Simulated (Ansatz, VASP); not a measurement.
**Two plane-wave programs on MgS**

Contents of POSCAR:

```
MgS
1.0
    0.0000000000      2.6016500000      2.6016500000
    2.6016500000      0.0000000000      2.6016500000
    2.6016500000      2.6016500000      0.0000000000
Mg S
1 1
Direct
    0.0000000000      0.0000000000      0.0169869790
    0.5000000000      0.5000000000      0.5000000000
```

File INCAR.step1:

```
SYSTEM = MgS
ALGO = Normal ; EDIFF = 1E-4
ENCUT = 520 ; GGA = PE
ISMEAR = 0 ; LASPH = .TRUE.
LCHARG = .FALSE. ; LREAL = .FALSE.
LWAVE = .TRUE. ; NBANDS = 11
NELM = 100 ; PREC = Accurate
SIGMA = 0.05
```

The input INCAR.step2:

```
SYSTEM = MgS
ALGO = Normal ; EDIFF = 1E-6
ENCUT = 520 ; ISIF = 2
ISMEAR = 0 ; ISTART = 1
LASPH = .TRUE. ; LCHARG = .FALSE.
LMIXTAU = .TRUE. ; LREAL = .FALSE.
LWAVE = .FALSE. ; METAGGA = R2SCAN
NBANDS = 11 ; NELM = 100
PREC = Accurate ; SIGMA = 0.05
```

Contents of KPOINTS:

```
k-points
0
G
  8 8 8
  0 0 0
```

Input for Ansatz:

```yaml
crystal:
  lattice:
    - [0.0, 2.60165, 2.60165]
    - [2.60165, 0.0, 2.60165]
    - [2.60165, 2.60165, 0.0]
  atoms:
    - { symbol: Mg, position: [0.0, 0.0, 0.016986979] }
    - { symbol: S, position: [0.5, 0.5, 0.5] }
basis:
  ecutwfc: 500
kpoints:
  mp_grid: { grid: [8, 8, 8] }
hamiltonian:
  xc: r2scan
scf:
  occupations: { method: gaussian, width: 0.05 }
output:
  forces: true
  stress: true
  eigenvalues: true
```

Change from the starting cell: all Mg atoms moved +0.062 Å, as atom 1 along Cartesian [1 1 0].

Alike in both runs: task single point; functional r2SCAN; k mesh 8 × 8 × 8; occupations gaussian, width 0.05 eV; no spin polarisation.

```csv
,VASP,Ansatz
version,VASP 6.6.1,Ansatz 0.2.0
potentials or method,"VASP PAW PBE potentials, release 64 (Mg, S)","scalar-relativistic, plane waves, PAW"
plane-wave cutoff (eV),520,500
valence electrons in the cell,8,16
```

|  | VASP | Ansatz | Ansatz less VASP |
| --- | --- | --- | --- |
| gap on the k mesh at the Fermi level (eV) | 3.43 | 3.46 | +0.029 |
| least direct gap on the mesh (eV) | 4.61 | 4.64 | +0.025 |
| pressure (GPa) | -0.3 | 0.1 | +0.46 |
| largest component of the traceless stress (GPa) | 0.17 | 0.17 | -0.004 |
| rms of the force components (eV/Å) | 0.102 | 0.103 | +0.0016 |

Atom by atom the forces differ by 0.002 eV/Å (rms over components). The two sets of potentials don't hold the same shells in valence.

Caveats: the PAW data sets were made with another functional, which shifts forces and pressure a little (VASP). A k mesh can miss the band edges.
